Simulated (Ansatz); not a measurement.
**Zone-centre phonons of C at 18 GPa: input and output**

Theory: DFT PBE+D3(BJ), scalar-relativistic, plane waves, PAW in Ansatz 0.2.0.

Launched with:
```bash
ansatz run input.yaml --threads 1 --pin off --max-ram 3072MiB --backend cpu --events-out ev --progress --plain --runs-dir out
```

Input (bare energies are in eV):
```yaml
crystal:
  lattice:
    - [2.1111326432, -1.218882686, -0.0119987187]
    - [2.1111326432, 1.218882686, -0.0119987187]
    - [-1.391434321, 0.0, 2.8209335862]
  atoms:
    - { symbol: C, position: [0.8337901988, 0.8337901988, 0.0013705964] }
    - { symbol: C, position: [0.1662098012, 0.1662098012, 0.9986294036] }
basis:
  ecutwfc: 420
kpoints:
  mp_grid: { grid: [18, 18, 18] }
hamiltonian:
  xc: pbe
  dispersion: d3bj
scf:
  occupations: { method: fixed }
output:
  eigenvalues: true
phonons:
  method: dfpt
  eigenvectors: true
```

Results section of the output:
```
--- Phonons (Γ-DFPT): 2 representative perturbations + reference, on 1550 of 5832 k-points (Σ response iterations 6) ---
  k mesh reduced under 2 symmetry operations, with k and −k counted as one. Each operation leaves every solved perturbation unchanged. A smaller set is not used because it would not reduce the number of displacements ...
  ASR residual: 4.067e-4 → 0.000e0 eV/Å²; symmetrization residual: 3.012e-7 eV/Å²
  pairwise dispersion correction: d3bj (s6 = 1.0, s8 = 0.7875, a1 = 0.4289, a2_bohr = 4.4407), with the weights of each atom's references fixed at the reference crystal's, and the forces and stress that the weights' published response gives ...
  ASR residual per site (eV/Å²): 4.07e-4 4.07e-4
  Γ frequencies (cm⁻¹): 0.00 0.00 0.00 835.00 1618.92 1618.92
  non-analytic LO–TO correction: not included (Born effective charges unavailable; polar crystals: no LO–TO splitting at Γ)
```

The run took 39 s on 1 thread of Arm Neoverse V1, on a shared host, peak memory 0.77 GiB.

The bands were filled as in an insulator; under compression the gap may have closed between mesh points.